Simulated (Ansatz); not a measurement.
Crystal: InP.

```
In P
1.0
     0.00000    2.93050    2.93050
     2.93050    0.00000    2.93050
     2.93050    2.93050    0.00000
In P
1 1
Direct
  0.00000 0.00000 0.00000
  0.75000 0.75000 0.75000
```

Base run:

| Item | Value |
| --- | --- |
| Program | Ansatz 0.2.0 |
| Functional | BLYP |
| Potentials or basis | Ansatz PAW |
| Cutoff | 420 eV (not typed: the program's choice for these potentials) |
| k mesh | 8 × 8 × 8 |
| Occupations | fermi-dirac, width 0.05 eV |
| Spin | no spin polarisation |

Its results: band gap on the k mesh 0.60 eV, direct; pressure 6.7 GPa.

**Question.** After a change of settings the same cell gave: band gap on the k mesh 3.81 eV, direct; pressure -0.5 GPa. Which change was it?
A. functional from BLYP to r2SCAN50; cutoff from 420 eV (not typed: the program's choice for these potentials) to 500 eV (not typed: the program's choice for these potentials); k mesh from 8 × 8 × 8 to 4 × 4 × 4
B. functional from BLYP to HSE06; k mesh from 8 × 8 × 8 to 4 × 4 × 4
C. functional from BLYP to HF; k mesh from 8 × 8 × 8 to 4 × 4 × 4
D. functional from BLYP to r2SCAN; cutoff from 420 eV (not typed: the program's choice for these potentials) to 500 eV (not typed: the program's choice for these potentials)

**Answer.** A.

Caveats: some runs use coarse meshes; spin-orbit coupling is left out, which moves the levels of the heavy elements; the PAW data sets come from PBE, with cores solved anew for the run's functional, which leaves a small shift of forces and pressure; the thresholds are loose for stress (some runs).

Runs at the PBE level aren't shown here.
